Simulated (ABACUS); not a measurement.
The system is C.

```xyz
12
Lattice="2.5221 0.0000 0.0000 -1.2611 2.1842 0.0000 0.0000 0.0000 12.3557" Properties=species:S:1:pos:R:3 pbc="T T T"
C     1.2611    0.7281    4.3760
C     0.0000    1.4561   10.5539
C     1.2611    0.7281    1.8018
C     0.0000    1.4561    7.9797
C     1.2611    0.7281    5.9205
C     0.0000    1.4561   12.0983
C     1.2611    0.7281    0.2574
C     0.0000    1.4561    6.4352
C     0.0000    0.0000   10.0390
C     0.0000    0.0000    3.8612
C     0.0000    0.0000    8.4945
C     0.0000    0.0000    2.3167
```

This is a hexagonal form of diamond, not graphite.

| Property | Result |
| --- | --- |
| Program | ABACUS 3.10.1 |
| Task | single point |
| Functional | PBE |
| Potentials or basis | PseudoDojo NC SR 0.4.1 PBE standard |
| Cutoff | 1116 eV |
| Density cutoff | 4463 eV |
| Basis | plane waves |
| k mesh | 12 × 12 × 3 |
| Occupations | fermi-dirac, width 0.05 eV |
| Spin | no spin polarisation |

On this cell: pressure 2.1 GPa; largest force 0.331 eV/Å; band gap on the k mesh 4.43 eV, indirect (least direct gap 5.34 eV).

The same run follows on a disturbed copy (atoms moved at random, drawn with an rms of 0.05 Å):

```
CELL_PARAMETERS angstrom
2.52210 0.00000 0.00000
-1.26105 2.18420 0.00000
0.00000 0.00000 12.35570
ATOMIC_POSITIONS crystal
C 0.65180 0.34143 0.35670
C 0.34464 0.67693 0.85167
C 0.66757 0.34422 0.14638
C 0.32935 0.66092 0.64744
C 0.67704 0.34422 0.47963
C 0.32873 0.66333 0.97839
C 0.63583 0.31801 0.02130
C 0.31992 0.67631 0.52207
C 0.99972 0.01464 0.81264
C 0.98091 0.98709 0.31766
C 0.99786 0.99593 0.68315
C 0.99394 0.01655 0.18348
```

Q: What changes?

A: The energy moves by +39.6 meV/atom; pressure 3.7 GPa; largest force 2.942 eV/Å; band gap on the k mesh 3.94 eV, indirect (least direct gap 4.60 eV).

Forces in eV/Å, atoms in the order of the input:
```
C    0.831 -1.544  0.188
C   -1.276  0.064  1.479
C   -1.121  0.088 -1.332
C   -0.206  0.362 -2.319
C   -2.156 -0.293  0.828
C   -1.249 -0.497  0.145
C    1.714  1.080 -0.767
C    2.045  0.031 -0.323
C    1.204 -0.511 -0.983
C   -0.448  1.958 -2.077
C   -0.238  0.122  2.495
C    0.900 -0.860  2.666
```

Stress tensor (GPa, compression positive):
```
 1.11  0.00  0.35
 0.00  1.71 -0.27
 0.35 -0.27  8.19
```

Caveats: an odd mesh through Γ misses points on the zone boundary, where band edges often lie.
